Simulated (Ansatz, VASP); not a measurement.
One calculation of Sr, two programs

```xyz
1
Lattice="-2.4511 2.4511 2.4511 2.4511 -2.4511 2.4511 2.4511 2.4511 -2.4511" Properties=species:S:1:pos:R:3 pbc="T T T"
Sr    0.0000    0.0000    0.0000
```

This isn't the form of Sr at room conditions, which is fcc.

Alike in both runs: task single point; functional PBEsol; k mesh 7 × 7 × 7; occupations fermi-dirac, width 0.05 eV; no spin polarisation.

```csv
,VASP,Ansatz
version,VASP 6.6.1,Ansatz 0.2.0
potentials or method,"VASP PAW PBE potentials, release 64 (Sr_sv)","plane waves, PAW"
plane-wave cutoff (eV),520,435
valence electrons in the cell,10,10
```

|  | VASP | Ansatz | Ansatz less VASP |
| --- | --- | --- | --- |
| pressure (GPa) | -1.4 | -1.4 | -0.01 |

With one functional, cell and mesh, what is left measures potentials, basis and numerics.

Caveats: the PAW data sets were made with another functional, which shifts forces and pressure a little (VASP).
